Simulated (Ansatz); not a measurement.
Reaction (ligand exchange at the Si–C bond): `[SiH3][CH2][AlH][S][SiH3]` + `NC(N)=O` → `NC(=O)N[SiH3]` + `[CH3][AlH][S][SiH3]`

Program: Ansatz. Geometries: PBE0-D4/def2-TZVP. ΔE: electronic, gas phase. CBS: MP2 limit from def2 TZ/QZ plus the TZ coupled-cluster correction, frozen cores. DFT in def2-TZVPP. B3LYP here is the variant with VWN-RPA as its local correlation; programs differ in this. Each species was taken in one conformer, which may not be the lowest.

```
                    species  B3LYP-D4 energy (Eh)
`[SiH3][CH2][AlH][S][SiH3]`           -1263.36077
                  `NC(N)=O`            -225.38176
            `NC(=O)N[SiH3]`            -516.13251
      `[CH3][AlH][S][SiH3]`            -972.62629
```

Task: Work out ΔE.

Result: ΔE = (-516.13251) + (-972.62629) − (-1263.36077) − (-225.38176) = -0.01627 Eh = -10.2 kcal/mol. CCSD(T)/CBS gives -10.3 kcal/mol.

Largest T1 diagnostic among the species: 0.014.

In def2-TZVPP, CCSD(T) changes the Hartree–Fock value by +2.4 kcal/mol (the triples alone add +0.3 kcal/mol) and MP2 by +2.2 kcal/mol. The D4 term adds +0.9 kcal/mol with B3LYP and +0.6 kcal/mol with PBE0; it sums over pairs of atoms, weighted by their polarisabilities, and B3LYP, whose exchange is more repulsive, gets the larger term.
